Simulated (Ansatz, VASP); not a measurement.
# One calculation of MoSe2, two programs

```
CELL_PARAMETERS angstrom
3.27889 0.00000 0.00000
-1.63944 2.83960 0.00000
0.00000 0.00000 58.16008
ATOMIC_POSITIONS crystal
Se 0.33333 0.66667 0.36165
Se 0.33333 0.66667 0.41925
Se 0.66667 0.33333 0.47123
Se 0.66667 0.33333 0.52877
Se 0.33333 0.66667 0.58075
Se 0.33333 0.66667 0.63835
Mo 0.66667 0.33333 0.39045
Mo 0.33333 0.66667 0.50000
Mo 0.66667 0.33333 0.60955
```

Alike in both runs: functional PBE; dispersion D3(BJ); k mesh 9 × 9 × 1; occupations gaussian, width 0.02 eV; no spin polarisation.

Ansatz relaxed the structure, and its values are those at the end. VASP's run is a single point on that final structure, the one shown.

|  | VASP | Ansatz |
| --- | --- | --- |
| version | VASP 6.6.1 | Ansatz 0.2.0 |
| potentials or method | VASP PAW PBE potentials, release 64 (Se, Mo_sv) | scalar-relativistic, plane waves, PAW |
| plane-wave cutoff (eV) | 520 | 420 |
| valence electrons in the cell | 78 | 138 |

|  | VASP | Ansatz | Ansatz less VASP |
| --- | --- | --- | --- |
| gap on the k mesh at the Fermi level (eV) | 1.02 | 1.03 | +0.004 |
| least direct gap on the mesh (eV) | 1.49 | 1.49 | 0.000 |
| rms of the force components (eV/Å) | 0.017 | 0.000 | -0.0170 |

The two sets of potentials don't hold the same shells in valence.
